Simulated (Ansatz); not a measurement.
Ga:

```
Ga
1.0
     2.71648    0.00000    0.00000
     0.00000    2.71648    0.00000
     0.00000    0.00000    2.71648
Ga
1
Cartesian
  0.0000 0.0000 0.0000
```

The cell was built by a generator and needn't be a form met in nature.

```yaml
Program: Ansatz 0.2.0
Task: relaxation of cell and atoms
Functional: revPBE
Dispersion: D3(BJ)
Potentials_or_basis: Ansatz PAW
Cutoff: "420 eV (not typed: the program's choice for these potentials)"
k_mesh: 10 × 10 × 10
Occupations: fermi-dirac, width 0.05 eV
Spin: no spin polarisation
```

At the start: volume 20.05 Å³/atom.

Q: Where does the relaxation end?

A: It ends after 5 steps and the volume is 18.77 Å³/atom (-6.4 %); space group Pm-3m (No. 221, to 0.05 Å).

The path:
| step | energy change (eV) | largest force (eV/Å) | volume (Å³) |
| --- | --- | --- | --- |
| 1 | 0.0000 | 0.0000 | 20.05 |
| 2 | -0.0123 | 0.0000 | 19.09 |
| 3 | -0.0132 | 0.0000 | 18.66 |
| 4 | -0.0133 | 0.0000 | 18.77 |
| 5 | -0.0129 | 0.0000 | 18.77 |

Final structure:
```
CELL_PARAMETERS angstrom
2.65769 0.00000 0.00000
0.00000 2.65769 0.00000
0.00000 0.00000 2.65769
ATOMIC_POSITIONS crystal
Ga 0.00000 0.00000 0.00000
```

Caveat: the plane-wave basis is chosen anew once the cell has moved, so the energies of steps on either side of that aren't comparable; pairwise dispersion overbinds metals, which lowers pressure and volume; the PAW data sets come from PBE, with cores solved anew for the run's functional, which leaves a small shift of forces and pressure.
